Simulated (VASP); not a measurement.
## A VASP 6.6.1 single-point calculation on PbS

INCAR

```
EDIFF = 1E-7
IBRION = -1
ISIF = 2
SIGMA = 0.02
PREC = Accurate
NBANDS = 17
LASPH = .TRUE.
LREAL = .FALSE.
NSW = 0
ENCUT = 520
NELECT = 21
ISMEAR = -1
NELM = 120
GGA = PE
LWAVE = .FALSE.
LCHARG = .FALSE.
```

KPOINTS

```
KPOINTS created by Atomic Simulation Environment
0
Gamma
8 8 8
0 0 0
```

POSCAR

```
Pb S
 1.0000000000000000
     0.0000000000000000    2.9573603494000000    2.9942883889999998
     2.9573603494000000    0.0000000000000000    2.9942883889999998
     2.9573603494000000    2.9573603494000000    0.0000000000000000
 Pb  S
   1   1
Cartesian
  0.0000000000000000  0.0000000000000000  0.0000000000000000
  2.9573603494000000  2.9573603494000000  2.9942883890000003
```

The recommended PBE PAW datasets give the neutral cell 20 valence electrons.

Command

```
mpirun -np 1 vasp_std
```

OSZICAR

```
N       E                     dE             d eps       ncg     rms          rms(c)
DAV:   1     0.174957386023E+03    0.17496E+03   -0.99959E+03  2014   0.127E+03
DAV:   2     0.105985836985E+02   -0.16436E+03   -0.15923E+03  2171   0.329E+02
DAV:   3    -0.172514796775E+01   -0.12324E+02   -0.12180E+02  2587   0.949E+01
DAV:   4    -0.203685284539E+01   -0.31170E+00   -0.31123E+00  2567   0.165E+01
DAV:   5    -0.204839878646E+01   -0.11546E-01   -0.11545E-01  2996   0.307E+00    0.110E+01
DAV:   6    -0.158011393749E+01    0.46828E+00   -0.22281E+00  2727   0.715E+00    0.723E+00
DAV:   7    -0.158787173930E+01   -0.77578E-02   -0.16537E-01  2526   0.201E+00    0.225E+00
DAV:   8    -0.158545902551E+01    0.24127E-02   -0.62755E-03  2663   0.629E-01    0.776E-01
DAV:   9    -0.158524282750E+01    0.21620E-03   -0.10059E-03  2820   0.251E-01    0.141E-01
DAV:  10    -0.158528446842E+01   -0.41641E-04   -0.19432E-04  2596   0.797E-02    0.266E-02
DAV:  11    -0.158529155792E+01   -0.70895E-05   -0.56247E-05  3122   0.692E-02    0.106E-02
DAV:  12    -0.158529103822E+01    0.51971E-06   -0.35607E-06  2611   0.163E-02    0.285E-03
DAV:  13    -0.158529087711E+01    0.16111E-06   -0.67816E-07  2667   0.695E-03    0.180E-03
DAV:  14    -0.158529085019E+01    0.26914E-07   -0.52558E-08  1447   0.224E-03
   1 F= -.15852909E+01 E0= -.15842437E+01  d E =-.209430E-02
```

From OUTCAR

```
k-points           NKPTS =     59   k-points in BZ     NKDIM =     59   number of bands    NBANDS=     17

   NELECT =      21.0000    total number of electrons

   dimension x,y,z NGX =    32 NGY =   32 NGZ =   32
   dimension x,y,z NGXF=    64 NGYF=   64 NGZF=   64

  energy-cutoff  :      520.00
  volume of cell :       52.38
      direct lattice vectors                 reciprocal lattice vectors
     0.000000000  2.957360349  2.994288389    -0.169069691  0.169069691  0.166984584
     2.957360349  0.000000000  2.994288389     0.169069691 -0.169069691  0.166984584
     2.957360349  2.957360349  0.000000000     0.169069691  0.169069691 -0.166984584

 k-points in reciprocal lattice and weights: KPOINTS created by Atomic Simulation Env
   0.00000000  0.00000000  0.00000000       0.002
   0.12500000  0.00000000  0.00000000       0.016
   0.25000000  0.00000000  0.00000000       0.016
   0.37500000 -0.00000000  0.00000000       0.016
   0.50000000  0.00000000  0.00000000       0.008
   0.12500000  0.12500000  0.00000000       0.004
   0.25000000  0.12500000  0.00000000       0.016
   0.37500000  0.12500000  0.00000000       0.016
   ...

 E-fermi :   7.4824

 k-point     1 :       0.0000    0.0000    0.0000
  band No.  band energies     occupation
      1     -10.9698      2.00000
      2     -10.9570      2.00000
      3     -10.9570      2.00000
      4     -10.9545      2.00000
      5     -10.9432      2.00000
      6      -8.0365      2.00000
      7      -0.3976      2.00000
      8       3.3502      2.00000
      9       3.3502      2.00000
     10       3.4602      2.00000
     11      10.5736      0.00000
     12      10.8442      0.00000
     13      10.8442      0.00000
     14      11.9828      0.00000
     15      12.0645      0.00000
     16      12.0645      0.00000
     17      13.6249      0.00000

 k-point     2 :       0.1250    0.0000    0.0000
  band No.  band energies     occupation
      1     -10.9670      2.00000
      2     -10.9599      2.00000
      3     -10.9558      2.00000
      4     -10.9498      2.00000
      5     -10.9438      2.00000
      6      -7.9025      2.00000
      7      -0.8594      2.00000
      8       3.3957      2.00000
      9       3.4530      2.00000
     10       3.7346      2.00000
     11       9.4052      0.00000
     12       9.8900      0.00000
     13      10.0232      0.00000
     14      11.9149      0.00000
     15      12.4055      0.00000
     16      12.4444      0.00000
     17      14.9254      0.00000

 k-point     3 :       0.2500    0.0000    0.0000
  band No.  band energies     occupation
      1     -10.9715      2.00000
      2     -10.9676      2.00000
      3     -10.9582      2.00000
      4     -10.9335      2.00000
      5     -10.9329      2.00000
      6      -7.5303      2.00000
      7      -1.8429      2.00000
      8       3.5247      2.00000
      9       3.5566      2.00000
     10       4.3841      2.00000
     11       7.7574      0.00000
     12       8.6695      0.00000
     13       8.7825      0.00000
     14      12.0449      0.00000
     15      13.2861      0.00000
     16      13.2936      0.00000
     17      16.9926      0.00000

 ...

  Total       12.4839746     12.4839746     12.2043235      0.0000000      0.0000000     -0.0000000
  in kB      381.8838978    381.8838978    373.3293906      0.0000000      0.0000000     -0.0000000
  external PRESSURE =     379.0323954 kB  Pullay stress =       0.0000000 kB

 POSITION                                       TOTAL-FORCE (eV/Angst)
 -----------------------------------------------------------------------------------
      0.00000      0.00000      0.00000        -0.000000      0.000000     -0.000000
      2.95736      2.95736      2.99429         0.000000     -0.000000      0.000000
 -----------------------------------------------------------------------------------
    total drift:                                0.000000     -0.000000     -0.000000

  FREE ENERGIE OF THE ION-ELECTRON SYSTEM (eV)
  ---------------------------------------------------
  free  energy   TOTEN  =        -1.5852908502 eV

  energy  without entropy=       -1.5831965540  energy(sigma->0) =       -1.58424370
```

It converged. Results: pressure 37.9 GPa.

The cell is charged and sits in a uniform background.

For comparison, a separate PBE run of the intended cell, on usual settings and not on those above, gives a gap of 0.37 eV on its mesh and a pressure of 1.9 GPa.

The run above took about 37 s on one core of a shared host (Intel Xeon Platinum 8488C) and held 0.19 GiB at most.
